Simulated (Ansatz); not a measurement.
**ZrO2: elastic constants, part 1 of 2**

How stiff is the crystal, and how unevenly? Runs: cell and atoms relaxed (PAW); reference run (PAW); ions clamped (PAW); strain amplitude 0.08 (PAW).

Program: Ansatz 0.2.0. Level of theory: DFT r²SCAN, frozen-core PAW, scalar-relativistic unless said. These are calculated values, not measurements.

2 further runs of the same task are left out: 1 that didn't finish, 1 set aside as unsound or not needed. Runs told in other sessions of the task aren't counted.

## Step 1: The starting structure

It takes space group P4_2/nmc (No. 137, tetragonal). Conventional cell: a = 3.596 Å, b = 3.596 Å, c = 5.177 Å, α = 90.00°, β = 90.00°, γ = 90.00°. Around Zr (site symmetry -4m2) lie 8 O at 2.08 to 2.37 Å. O (site symmetry 2mm) is surrounded by 4 Zr at 2.08 to 2.37 Å.

As a file:

```
Zr O
1.0
     3.59610    0.00000    0.00000
     0.00000    3.59610    0.00000
     0.00000    0.00000    5.17700
Zr O
2 4
Direct
  0.00000 0.00000 0.00000
  0.50000 0.50000 0.50000
  0.00000 0.50000 0.20300
  0.00000 0.50000 0.70300
  0.50000 0.00000 0.29700
  0.50000 0.00000 0.79700
```

Cartesian axes are those of the input's lattice vectors. The structure goes back to a database entry.

## Step 2: Cell and atoms relaxed, PAW

input.yaml

```yaml
crystal:
  lattice:
    - [3.5961, 0.0, 0.0]
    - [0.0, 3.5961, 0.0]
    - [0.0, 0.0, 5.177]
  atoms:
    - { symbol: Zr, position: [0.0, 0.0, 0.0] }
    - { symbol: Zr, position: [0.5, 0.5, 0.5] }
    - { symbol: O, position: [0.0, 0.5, 0.203] }
    - { symbol: O, position: [0.0, 0.5, 0.703] }
    - { symbol: O, position: [0.5, 0.0, 0.297] }
    - { symbol: O, position: [0.5, 0.0, 0.797] }
kpoints:
  mp_grid: { grid: [8, 8, 6] }
scf:
  occupations: { method: fermi_dirac, width: 0.1 }
hamiltonian:
  xc: r2scan
  pseudopotentials: { kind: paw }
relax:
  f_tol: 0.002
  max_steps: 80
  cell: {}
output:
  forces: true
  stress: true
```

Started as:

```bash
> ansatz run input.yaml --threads 2 --pin off --max-ram 6144MiB --backend cpu --events-out ev --progress --plain --runs-dir out
```

Log, cut to the lines that bear on the results:

```text
[...]
Pseudopotentials: kind: paw
Pseudopotential: Zr, paw, valence charge 12, recommended cutoff 500 eV (meta_gga), Zr.paw.azcp
Pseudopotential: O, paw, valence charge 6, recommended cutoff 500 eV (meta_gga), O.paw.azcp
Functional definition: r2SCAN
[...]
Crystal: 6 atoms, lattice volume = 66.949 Å³
Basis set: ecut = 500 eV, 1715 PW (Γ), exchange–correlation on 108×108×160 points (64 copies of the dense FFT grid, shifted against one another)
Bands: 30, of which v1, the nominal top of the filled ones, is band 24 counted from 1 (23 counted from 0)
Symmetry: 16 space group operations
Space group: P42/nmc (ITA 137), of the structure as read, at distance tolerance 4.1e-5 Å
k-points: 60 of 384
[...]
SCF iter   1: F=—  HF=-10676.158470 eV  |F-HF|=—  |Δ(HF+E_count)|=         —  Δρ=1.52e-2  dr2=1.83e-1  dr2_τ=3.87e-1  ethr=1.77e-3  ⟨swp⟩=5.0  Hψ=7394  notcnv=0
[...]
relax step   1: F+E_penalty+E_count = -10676.28654772 eV  Δ(F+E_penalty+E_count) = +0.000e0 eV  max|allowed force component| = 6.419e-2 eV/Å  Δτ_max = 0.0000 Å  P = +1.473 GPa  Ω = 66.949 Å³  (7 SCF iters, dr2 threshold 1.00e-7 eV, accepted)
[...]
relax step   2: F+E_penalty+E_count = -10676.29032079 eV  Δ(F+E_penalty+E_count) = -3.773e-3 eV  max|allowed force component| = 1.056e-1 eV/Å  Δτ_max = 0.0073 Å  P = -0.467 GPa  Ω = 67.596 Å³  energy of the carried Pulay correction = -5.249e-4 eV  (5 SCF iters, dr2 threshold 6.00e-7 eV, accepted)
[...]
relax step   3: F+E_penalty+E_count = -10676.29250657 eV  Δ(F+E_penalty+E_count) = -2.186e-3 eV  max|allowed force component| = 7.708e-2 eV/Å  Δτ_max = 0.0057 Å  P = -0.530 GPa  Ω = 67.675 Å³  energy of the carried Pulay correction = -5.885e-4 eV  (5 SCF iters, dr2 threshold 6.00e-7 eV, accepted)
[...]
SCF iter   3: F=—  HF=-10676.294701 eV  |F-HF|=—  |Δ(HF+E_count)|=   3.90e-5  Δρ=6.46e-4  dr2=1.87e-4  dr2_τ=4.71e-5  ethr=2.04e-6  ⟨swp⟩=2.0  Hψ=2750  notcnv=0
```

## Step 3: The output, continued: cell and atoms relaxed by PAW

Output, continued, cut to the lines that bear on the results:

```text
SCF iter   4: F=—  HF=-10676.294707 eV  |F-HF|=—  |Δ(HF+E_count)|=   6.66e-6  Δρ=1.93e-4  dr2=9.96e-6  dr2_τ=2.03e-6  ethr=3.90e-7  ⟨swp⟩=2.0  Hψ=2691  notcnv=0
[...]
relax step   4: F+E_penalty+E_count = -10676.29472013 eV  Δ(F+E_penalty+E_count) = -2.214e-3 eV  max|allowed force component| = 6.124e-4 eV/Å  Δτ_max = 0.0183 Å  P = +0.622 GPa  Ω = 67.638 Å³  energy of the carried Pulay correction = -5.582e-4 eV  (6 SCF iters, dr2 threshold 6.00e-7 eV, accepted)
[...]
relax step   5: F+E_penalty+E_count = -10676.29521523 eV  Δ(F+E_penalty+E_count) = -4.951e-4 eV  max|allowed force component| = 2.985e-5 eV/Å  Δτ_max = 0.0010 Å  P = -0.014 GPa  Ω = 67.811 Å³  energy of the carried Pulay correction = -6.980e-4 eV  (4 SCF iters, dr2 threshold 6.00e-7 eV, accepted)
[...]
       -0.023276       0.000000       0.000000
        0.000000      -0.023276       0.000000
        0.000000       0.000000      -0.015962
  P = ⅓ Tr σ = -0.0208 GPa (-0.208 kbar)
--- Relaxed structure (5 steps of the walk, 5 accepted, 1 SCFs on fresh bases) ---
  F+E_penalty+E_count = -10676.29588226 eV   max|allowed force component| = 1.079e-4 eV/Å   (the final SCF, on the basis selected at the relaxed cell)
  cell:  # Å, volume = 67.8113 Å³
    - [3.6014557625063146, 1.066035583411691e-34, 0.0]
    - [2.1320711668233819e-35, 3.6014557625063146, 0.0]
    - [0.0, 0.0, 5.22812708669506]
  atoms:
    - { symbol: Zr, position: [4.009732034728379e-36, -1.608611746708759e-86, 1.3961781887650562e-20] }
    - { symbol: Zr, position: [0.5, 0.5, 0.5] }
    - { symbol: O, position: [-3.9399975645591915e-36, 0.5, 0.19677846180057892] }
    - { symbol: O, position: [3.486723508459354e-38, 0.5, 0.6967784618005788] }
    - { symbol: O, position: [0.5, -2.6727647100921956e-51, 0.30322153819942105] }
    - { symbol: O, position: [0.5, -2.6727647100921956e-51, 0.8032215381994212] }
```

Run time: 18 s. Hardware: 2 threads of Intel Xeon 6975P-C (Granite Rapids), shared host; peak memory 0.62 GiB.

Step by step:

```csv
step,energy from step 1 (eV/cell),largest force component (eV/Å),pressure (GPa),volume (Å³)
1,0.0000,0.0642,1.47,66.95
2,-0.0038,0.1056,-0.47,67.60
3,-0.0060,0.0771,-0.53,67.68
4,-0.0082,0.0006,0.62,67.64
5,-0.0087,0.0000,-0.01,67.81
6,-0.0093,0.0001,-0.02,67.81
```

Step 1 is the start. Step 6 repeats the geometry before on a plane-wave basis chosen anew for that cell, so the energy can jump there without any move; the table keeps such jumps.

| input's cell | before | after | change |
| --- | --- | --- | --- |
| a (Å) | 3.596 | 3.601 | +0.1 % |
| b (Å) | 3.596 | 3.601 | +0.1 % |
| c (Å) | 5.177 | 5.228 | +1.0 % |
| volume (Å³/atom) | 11.16 | 11.30 | +1.3 % |

The largest move, 0.03 Å, apart from the change of the cell, is shared by several atoms, O4 among them.

## Step 4: Reference run, PAW

input.yaml

```yaml
crystal:
  lattice:
    - [3.60145576251, 0.0, 0.0]
    - [0.0, 3.60145576251, 0.0]
    - [0.0, 0.0, 5.2281270867]
  atoms:
    - { symbol: Zr, position: [0.0, 0.0, 0.0] }
    - { symbol: Zr, position: [0.5, 0.5, 0.5] }
    - { symbol: O, position: [0.0, 0.5, 0.196778461801] }
    - { symbol: O, position: [0.0, 0.5, 0.696778461801] }
    - { symbol: O, position: [0.5, 0.0, 0.303221538199] }
    - { symbol: O, position: [0.5, 0.0, 0.803221538199] }
kpoints:
  mp_grid: { grid: [6, 6, 4] }
scf:
  occupations: { method: fixed }
hamiltonian:
  xc: r2scan
  pseudopotentials: { kind: paw }
elastic:
  mode: relaxed_ion
  stencil: two_point
  amplitude: 0.008
```

Started as:

```bash
> ansatz run input.yaml --threads 2 --pin off --max-ram 6144MiB --backend cpu --events-out ev --progress --plain --runs-dir out
```

Log:

```text
Engine: ansatz 0.2.0
[... 4 set-up lines as earlier in the session ...]
  parameter k0 = 0.174
  parameter k1 = 0.065
  parameter a1 = 4.9479
  exchange = r2scan_x(k0 = k0, k1 = k1, a1 = a1)
  correlation = r2scan_c
Crystal: 6 atoms, lattice volume = 67.811 Å³
Basis set: ecut = 500 eV, 1739 PW (Γ), exchange–correlation on 108×108×160 points (64 copies of the dense FFT grid, shifted against one another)
Bands: 30, of which v1, the nominal top of the filled ones, is band 24 counted from 1 (23 counted from 0)
[... 2 set-up lines as earlier in the session ...]
k-points: 30 of 144
Non-local potential: Zr, projectors of the file, l = 0: 3, l = 1: 2, l = 2: 2, l = 3: 2
Non-local potential: O, projectors of the file, l = 0: 2, l = 1: 2, l = 2: 1
PAW form: soft (Blöchl's): semilocal exchange-correlation on the pseudo side does not see the compensation charge
PAW frozen core: Zr, regenerated for the run's functional (the file was generated under x = pbe(κ = 0.804, μ = 0.2195149727645171), c = pbe(β = 0.06672455060314922))
PAW frozen core: O, regenerated for the run's functional (the file was generated under x = pbe(κ = 0.804, μ = 0.2195149727645171), c = pbe(β = 0.06672455060314922))
PAW one-centre angular grid: Zr, 590 points (default); XC on 160 Gauss nodes
PAW one-centre angular grid: O, 302 points (default); XC on 160 Gauss nodes
Initial density: superposition of atomic densities (neutral atoms: chi_scale 0, normalization atom), corrected by the library's trained network
Initial wavefunctions: pseudopotential atomic-orbital guess
Functional: x = r2scan, c = r2scan; τ floored in thin density (d = 2e-4 eV/Å³)
SCF iter   1: F=—  HF=-10676.174714 eV  |F-HF|=—  |Δ(HF+E_count)|=         —  Δρ=1.52e-2  dr2=1.85e-1  dr2_τ=3.82e-1  ethr=1.77e-3  ⟨swp⟩=4.4  Hψ=3371  notcnv=0  defer=71
preconditioner: auto → Resta (q_TF=auto, 2.576 Å⁻¹)  ε∞=3.8  [insulator: Δε(μ)=4.924 eV  Ē_g=17.859 eV  n_scr=20 (ndim 8)  ℏωp=29.9 eV  f_vac=0.019  ε∞_Penn≈3.8]
SCF iter   2: F=—  HF=-10676.296007 eV  |F-HF|=—  |Δ(HF+E_count)|=   1.21e-1  Δρ=6.62e-3  dr2=1.25e-2  dr2_τ=6.75e-3  ethr=3.85e-4  ⟨swp⟩=2.0  Hψ=1682  notcnv=0  defer=105
SCF iter   3: F=—  HF=-10676.295762 eV  |F-HF|=—  |Δ(HF+E_count)|=   2.46e-4  Δρ=2.79e-3  dr2=2.47e-3  dr2_τ=3.52e-4  ethr=2.60e-5  ⟨swp⟩=2.1  Hψ=1605  notcnv=0  defer=120
SCF iter   4: F=—  HF=-10676.295810 eV  |F-HF|=—  |Δ(HF+E_count)|=   4.85e-5  Δρ=4.02e-4  dr2=4.69e-5  dr2_τ=1.14e-5  ethr=5.15e-6  ⟨swp⟩=2.0  Hψ=1547  notcnv=0  defer=120
SCF iter   5: F=—  HF=-10676.295837 eV  |F-HF|=—  |Δ(HF+E_count)|=   2.72e-5  Δρ=9.28e-5  dr2=5.29e-6  dr2_τ=4.40e-7  ethr=9.76e-8  ⟨swp⟩=2.1  Hψ=1559  notcnv=0  defer=60
SCF iter   6: F=—  HF=-10676.295834 eV  |F-HF|=—  |Δ(HF+E_count)|=   3.27e-6  Δρ=2.73e-5  dr2=5.38e-7  dr2_τ=3.97e-8  ethr=1.10e-8  ⟨swp⟩=2.0  Hψ=1320  notcnv=0  defer=60
SCF iter   7: F=—  HF=-10676.295834 eV  |F-HF|=—  |Δ(HF+E_count)|=   2.14e-7  Δρ=5.90e-6  dr2=2.55e-8  dr2_τ=5.49e-10  ethr=1.12e-9  ⟨swp⟩=2.0  Hψ=1182  notcnv=0  defer=60
SCF iter   8: F=—  HF=-10676.295834 eV  |F-HF|=—  |Δ(HF+E_count)|=   2.76e-9  Δρ=4.03e-7  dr2=1.25e-10  dr2_τ=1.77e-11  ethr=5.31e-11  ⟨swp⟩=2.0  Hψ=1323  notcnv=0  defer=60
SCF iter   9: F=—  HF=-10676.295834 eV  |F-HF|=—  |Δ(HF+E_count)|=  4.18e-11  Δρ=4.64e-8  dr2=1.24e-12  dr2_τ=1.34e-13  ethr=2.60e-13 (applied; sched 1.00e-12)  ⟨swp⟩=2.4  Hψ=1563  notcnv=0  defer=60
SCF iter  10: F=-10676.295834 eV  HF=-10676.295834 eV  |F-HF|=3.64e-12  |Δ(HF+E_count)|=    0.00e0  Δρ=6.53e-9  dr2=1.67e-14  dr2_τ=3.91e-15  ethr=1.00e-12  ⟨swp⟩=10.7  Hψ=4175  notcnv=0
SCF 1 converged in 10 iterations: F = -10676.295834 eV  dr2 = 1.67e-14
relax step   1: F+E_penalty+E_count = -10676.29583426 eV  Δ(F+E_penalty+E_count) = +0.000e0 eV  max|allowed force component| = 5.534e-5 eV/Å  Δτ_max = 0.0000 Å  (10 SCF iters, accepted)
[... from here on, the SCF cycles and remarks between the steps are left out ...]
relax step   2: F+E_penalty+E_count = -10676.29583426 eV  Δ(F+E_penalty+E_count) = -7.149e-10 eV  max|allowed force component| = 3.443e-5 eV/Å  Δτ_max = 0.0000 Å  (7 SCF iters, accepted)
relax step   1: F+E_penalty+E_count = -10676.28965645 eV  Δ(F+E_penalty+E_count) = +0.000e0 eV  max|allowed force component| = 1.591e-1 eV/Å  Δτ_max = 0.0000 Å  (11 SCF iters, accepted)
relax step   2: F+E_penalty+E_count = -10676.28423094 eV  Δ(F+E_penalty+E_count) = +5.426e-3 eV  max|allowed force component| = 5.094e-1 eV/Å  Δτ_max = 0.0152 Å  (10 SCF iters, rejected (line search))
relax step   2: F+E_penalty+E_count = -10676.29352737 eV  Δ(F+E_penalty+E_count) = -2.117e-7 eV  max|allowed force component| = 1.060e-6 eV/Å  Δτ_max = 0.0001 Å  (7 SCF iters, accepted)
relax step   1: F+E_penalty+E_count = -10676.29352716 eV  Δ(F+E_penalty+E_count) = +0.000e0 eV  max|allowed force component| = 7.488e-4 eV/Å  Δτ_max = 0.0000 Å  (9 SCF iters, accepted)
relax step   2: F+E_penalty+E_count = -10676.29352737 eV  Δ(F+E_penalty+E_count) = -2.117e-7 eV  max|allowed force component| = 3.818e-10 eV/Å  Δτ_max = 0.0001 Å  (7 SCF iters, accepted)
iter 1 solved again at ethr=1.00e-12 eV; its pass at ethr=3.10e-3 eV (dr2=9.67e-14 eV) is discarded
SCF iter   1: F=—  HF=-10676.293527 eV  |F-HF|=—  |Δ(HF+E_count)|=         —  Δρ=1.63e-8  dr2=9.57e-14  dr2_τ=2.16e-14  ethr=1.00e-12  ⟨swp⟩=1.0  Hψ=3898  notcnv=0  defer=78
SCF iter   2: F=-10676.293527 eV  HF=-10676.293527 eV  |F-HF|=3.64e-12  |Δ(HF+E_count)|=  3.64e-12  Δρ=9.50e-9  dr2=3.58e-14  dr2_τ=2.54e-15  ethr=1.00e-12  ⟨swp⟩=5.2  Hψ=4486  notcnv=0
SCF 49 converged in 2 iterations: F = -10676.293527 eV  dr2 = 3.58e-14
SCF converged after 2 iterations
Free energy (F): -10676.295834 eV
Harris-Foulkes:  -10676.295834 eV  (|F-HF|=1.82e-12)
Internal energy: -10676.295834 eV  (E = F + TS)
E sigma→0 (E₀):  -10676.295834 eV
Fermi energy:    10.724821 eV
--- Per-component energies (eV) ---
  E_band       = -186.101267
  E_kinetic    = 1378.121906
  E_local      = -2353.542503  (includes V_loc(G=0)·N_el)
  E_nonlocal   = 339.297402
  E_hartree    = 778.154779
  E_xc         = -610.931644
  E_vxc        = -852.415250  (∫ρ·V_xc dr)
  E_paw        = -6579.200086  (= ΣΔE_a)
  E_vpaw       = -305.695743  (= ΣTr[D̂ρ^β])
  E_aug_tail   = 0.004123  (compensation charges beyond the density's cutoff)
  E_vtau       = 51.819238  (kinetic-family band-sum trace: ∫τ·v_τ [+ j·A + Jᵃ·Aᵃ] dr)
  E_ewald      = -3627.742564
  E_core_change = -0.457247  (= ΣΔE_core)
  E_smearing   = -0.000000  (= −TS)
  E_closure    = -0.000000  (closes the sum)
  Σ components = -10676.295834   (vs F -10676.295834, Δ=0.00e0)
--- Forces (eV/Å), atoms counted from 1 ---
  atom   1  Zr    -0.00000000     0.00000000     0.00000000
  atom   2  Zr     0.00000000     0.00000000    -0.00000000
  atom   3  O      0.00000000     0.00000000     0.00003446
  atom   4  O     -0.00000000     0.00000000     0.00003446
  atom   5  O     -0.00000000     0.00000000    -0.00003446
  atom   6  O      0.00000000     0.00000000    -0.00003446
  max |Σ_I F_I| component: 4.86e-17 eV/Å
--- Stress (GPa, compression-positive) ---
       -0.023575       0.000000      -0.000000
        0.000000      -0.023575       0.000000
       -0.000000       0.000000      -0.015394
  P = ⅓ Tr σ = -0.0208 GPa (-0.208 kbar)
--- Band table (eV; the first three rows and the last of 30) ---
  k-point 0: bands = ["-38.1453", "-38.0920", "-16.0186", "-15.4401", "-15.4401", "-15.3431", "-15.2950", "-15.2950", "-7.7548", "-6.5663", "-5.9130", "-5.6690", "5.8760", "6.0800", "6.2576", "6.2576", "8.3109", "8.3109", "9.4217", "9.4217", "10.0240", "10.5864", "10.6341", "10.6341", "15.3441", "15.8469", "16.5269", "16.6184", "17.9465", "18.2947"]
[... 3 lines left out ...]
--- Elastic constants: 4 strain directions × 2 members + reference (group order 16) ---
  dense FFT box of the reference and of every strained cell: 27×27×40
  strains applied: 11, 33, 23, 12; error gains: componentwise 1.00 (the most a stress slope's error grows in a printed constant), spectral 1.41 (1 for all six strains in a standard setting)
  reference relaxed by the batch: 2 steps; max|allowed force component| 5.53e-5 eV/Å at the deck's positions, 3.44e-5 at the last accepted step, 3.45e-5 by the solve of record
  largest displacement 4.0e-6 Å; the constants are those of the deck's cell at these positions:
  atoms:
    - { symbol: Zr, position: [-4.177846038580489e-37, 0.0, -2.3023660199541998e-35] }
    - { symbol: Zr, position: [0.49999999999999994, 0.49999999999999994, 0.5] }
    - { symbol: O, position: [-1.6711384154321957e-36, 0.49999999999999994, 0.19677921750957814] }
    - { symbol: O, position: [1.6711384154321957e-36, 0.49999999999999994, 0.6967792175095782] }
    - { symbol: O, position: [0.49999999999999994, 0.0, 0.30322078249042184] }
    - { symbol: O, position: [0.49999999999999994, 0.0, 0.8032207824904218] }
  C = ∂σ_k/∂η_j (tension-positive GPa; Voigt order 11 22 33 23 13 12):
       374.944    227.861     62.980     -0.000      0.000      0.000
       227.861    374.944     62.980     -0.000      0.000      0.000
        62.955     62.955    298.010     -0.000      0.000      0.000
         0.000     -0.000     -0.000     27.193      0.000      0.000
         0.000     -0.000     -0.000     -0.000     27.193      0.000
         0.000     -0.000     -0.000      0.000      0.000    170.966
  reference stress σ⁰ (GPa):      0.024      0.024      0.015     -0.000      0.000     -0.000
  C* (energy form; C + prestress term) asymmetry max|C*_kj − C*_jk| = 3.333e-2 GPa — a small one proves nothing (zero by symmetry where the batch's group is 432, −43m or m−3m); a large one is finite-difference/SCF noise where every solve meets its electron count
  moduli (Voigt/Reuss/Hill, GPa): K = 195.05/181.33/188.19   G = 91.34/50.09/70.72   E = 188.54   ν = 0.333
  mechanically stable: yes (min eigenvalue of sym C = 27.19 GPa)
  strain η (Voigt 11):  stress-route row diagonal C_11 = 374.94 GPa, energy-path curvature d²(F+E_count+ΔE)/dδ²/Ω₀ = 375.02 GPa
         δ    σ_11 (GPa)             F (eV)   n_scf  n_hpsi   n_pw
    -8.000e-3      -3.0524      -10676.2907284       2   11121   1737   relax 6 steps, max|allowed force component| 4.38e-6 eV/Å
     8.000e-3       2.9467      -10676.2907440       2   11128   1755   relax 4 steps, max|allowed force component| 3.07e-5 eV/Å
  strain η (Voigt 33):  stress-route row diagonal C_33 = 298.01 GPa, energy-path curvature d²(F+E_count+ΔE)/dδ²/Ω₀ = 297.80 GPa
         δ    σ_33 (GPa)             F (eV)   n_scf  n_hpsi   n_pw
    -8.000e-3      -2.4774      -10676.2917143       2    6978   1731   relax 3 steps, max|allowed force component| 4.97e-5 eV/Å
     8.000e-3       2.2907      -10676.2918222       2    6939   1787   relax 5 steps, max|allowed force component| 5.54e-8 eV/Å
  strain η (Voigt 23):  stress-route row diagonal C_44 = 27.19 GPa, energy-path curvature d²(F+E_count+ΔE)/dδ²/Ω₀ = 27.22 GPa
         δ    σ_23 (GPa)             F (eV)   n_scf  n_hpsi   n_pw
    -8.000e-3      -0.2175      -10676.2954350       2   13023   1743   relax 8 steps, max|allowed force component| 1.15e-6 eV/Å
     8.000e-3       0.2175      -10676.2954350       2   13019   1743   relax 7 steps, max|allowed force component| 3.20e-7 eV/Å
  strain η (Voigt 12):  stress-route row diagonal C_66 = 170.97 GPa, energy-path curvature d²(F+E_count+ΔE)/dδ²/Ω₀ = 170.99 GPa
         δ    σ_12 (GPa)             F (eV)   n_scf  n_hpsi   n_pw
    -8.000e-3      -1.3677      -10676.2935274       2    9050   1743   relax 2 steps, max|allowed force component| 1.06e-6 eV/Å
     8.000e-3       1.3677      -10676.2935274       2    9060   1743   relax 2 steps, max|allowed force component| 3.82e-10 eV/Å
```

Run time: 1.9 min. Hardware: 2 threads of Intel Xeon 6975P-C (Granite Rapids), shared host; peak memory 0.64 GiB.

C in GPa (Voigt order xx, yy, zz, yz, xz, xy):

```
374.9 227.9  63.0   0.0   0.0   0.0
227.9 374.9  63.0   0.0   0.0   0.0
 63.0  63.0 298.0   0.0   0.0   0.0
  0.0   0.0   0.0  27.2   0.0   0.0
  0.0   0.0   0.0   0.0  27.2   0.0
  0.0   0.0   0.0   0.0   0.0 171.0
```

(Continued in part 2 of 2.)
